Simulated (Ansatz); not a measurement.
Compressing Ag2O: a fit and a missing row

Ag2O, Pn-3m, a = 4.756 Å. Ansatz: r2SCAN, PAW, 500 eV, Γ-centred 8×8×8 mesh on 6 atoms, Gaussian smearing 0.01 eV; no spin polarisation. Symmetry fixes shape and atoms, so the cell is only scaled; pressure is positive in compression.

| V (Å³/atom) | P (GPa) |
| --- | --- |
| 16.856 | 6.03 |
| 17.394 | ? |
| 17.932 | 0.02 |
| 18.470 | -2.25 |
| 19.008 | -4.14 |

Task: Take V0 = 17.932 Å³/atom, count pressures from its P0 = 0.02 GPa, fit the third-order Birch–Murnaghan form to the other rows, and predict the missing pressure.

Result: With the Eulerian strain f = ½[(V0/V)^(2/3) − 1] and y = (P − P0)/[3f(1 + 2f)^(5/2)], the form is the line y = B0 + 1.5 B0 (B0′ − 4) f. Rows (f, y): 0.02106, 85.8; -0.00976, 81.4; -0.01905, 80.2. Means f = -0.002583, y = 82.467; Σ(Δf)² = 0.0008817, ΣΔfΔy = 0.1238; the slope is their ratio. y = 82.83 + 140.4 f GPa, so B0 = 82.8 GPa and B0′ = 4 + 2 × (140.4)/(3 × 82.83) = 5.13. At V = 17.394, f = 0.01026, y = 84.27 and P = 2.75 GPa. The run gave 2.75 GPa, the same to the digits shown.

Cost: 5 runs of about 3.9 core-minutes in all, on Arm Neoverse V1 (shared hosts).